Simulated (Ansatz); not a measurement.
**SnSe: how the settings move a single-point run**

Question: which choices in the input matter for SnSe?

Program: Ansatz 0.2.0. Level of theory: reference: DFT, PBE, all-electron LAPW, Dirac equation with spin-orbit coupling. These are calculated values, not measurements.

1 further run of the same task is left out (it didn't finish). Runs told in other sessions of the task aren't counted.

### Step 1. Starting point

It takes space group Fm-3m (No. 225, cubic). The conventional cell has a = 6.020 Å, b = 6.020 Å, c = 6.020 Å, α = 90.00°, β = 90.00°, γ = 90.00°. Sn (site symmetry m-3m) has 6 Se at 3.01 Å in its first shell of neighbours. Around Se (site symmetry m-3m) lie 6 Sn at 3.01 Å.

Coordinates:

```cif
data_structure
_symmetry_space_group_name_H-M 'Fm-3m'
_symmetry_Int_Tables_number 225
_cell_length_a 6.0200
_cell_length_b 6.0200
_cell_length_c 6.0200
_cell_angle_alpha 90.000
_cell_angle_beta 90.000
_cell_angle_gamma 90.000
_cell_volume 218.17
loop_
_atom_site_label
_atom_site_type_symbol
_atom_site_symmetry_multiplicity
_atom_site_Wyckoff_symbol
_atom_site_fract_x
_atom_site_fract_y
_atom_site_fract_z
_atom_site_occupancy
Sn1 Sn 4 a 0.00000 0.00000 0.00000 1
Se1 Se 4 b 0.50000 0.00000 0.00000 1
```

### Step 2. Baseline

File input.yaml:

```yaml
crystal:
  lattice:
    - [0.0, 3.01, 3.01]
    - [3.01, 0.0, 3.01]
    - [3.01, 3.01, 0.0]
  atoms:
    - { symbol: Sn, position: [0.0, 0.0, 0.0] }
    - { symbol: Se, position: [0.5, 0.5, 0.5] }
kpoints:
  mp_grid: { grid: [9, 9, 9] }
  band_path:
    path:
      - [0.0, 0.0, 0.0]
      - [0.5, 0.0, 0.5]
      - [0.625, 0.25, 0.625]
      - [0.375, 0.375, 0.75]
      - [0.0, 0.0, 0.0]
      - [0.5, 0.5, 0.5]
      - [0.5, 0.25, 0.75]
      - [0.5, 0.0, 0.5]
    npoints: 5
scf:
  occupations: { method: fermi_dirac, width: 0.02 }
hamiltonian:
  xc: pbe
  pseudopotentials: { kind: all_electron, lapw: { basis_error: 0.00025 } }
output:
  forces: true
  stress: true
  eigenvalues: true
magnetization:
  noncollinear: true
  spin_orbit: true
```

On the command line:

```console
$ ansatz run input.yaml --threads 1 --pin off --max-ram 2048MiB --backend cpu --events-out ev --progress --plain --runs-dir out
```

### Step 3. Changing settings: mp_grid.grid [14, 14, 14]

Changes to input.yaml since step 2:

```diff
@@ -9,3 +9,3 @@
 kpoints:
-  mp_grid: { grid: [9, 9, 9] }
+  mp_grid: { grid: [14, 14, 14] }
   band_path:
```

**Question.** What will these runs give? Wanted: for each run, ending; energy change; pressure; gap; force.

The runs gave:

```tsv
run	ending	energy change	pressure (GPa)	gap (eV)	force (eV/Å)	cycles	time
reference	converged	0	1.0	0.59	0.00	7	2.6 min
1: mp_grid.grid [14, 14, 14]	converged	+1.6 meV/atom	1.0	0.31	0.00	7	6.1 min
```

Residual by cycle in the longest SCF loop of each run; runs are numbered as in the table. The quantity is the density residual dr2, in eV.

```tsv
cycle	reference	run 1
1	0.57	0.573
2	0.0702	0.0707
3	0.00792	0.00796
4	3.3e-4	3.4e-4
5	4.0e-6	4.0e-6
6	8.3e-8	8.2e-8
7	8.9e-9	9.1e-9
```

Changing the k-point mesh moves the energy by +1.6 meV/atom, and the gap on the mesh goes from 0.59 to 0.31 eV. The energy is not variational in the mesh, so the sign tells nothing. A gap read on a mesh depends on which points the mesh holds, and a coarse mesh shifts the density too. Cost: 6.1 min against 2.6 min.
